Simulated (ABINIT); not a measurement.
I:

```
I
1.0
     0.00000    2.36560    3.90984
     2.19225    0.00000    3.90984
     2.19225    2.36560    0.00000
I
1
Direct
  0.00000 0.00000 0.00000
```

Base run:

| Property | Result |
| --- | --- |
| Program | ABINIT 10.8.3 (patched build) |
| Functional | BLYP |
| Potentials or basis | JTH PAW PBE v2.0 |
| Cutoff | 408 eV |
| k mesh | 9 × 9 × 9 |
| Occupations | fermi-dirac, width 0.05 eV |
| Spin | no spin polarisation |

Its results: band gap on the k mesh none (metal or under the smearing width); pressure 3.1 GPa.

Q: The run is repeated on the same cell with these changes: functional from BLYP to PW91. What comes out?

A: Band gap on the k mesh none (metal or under the smearing width); pressure 0.4 GPa.

PW91 binds more tightly than BLYP, so the same cell stands under less pressure.

Caveats: the PAW data sets were made with another functional, which shifts forces and pressure a little; spin-orbit coupling is left out, which moves the levels of the heavy elements; an odd number of electrons without spin polarisation forces a metal; a magnetic or distorted state may lie lower.
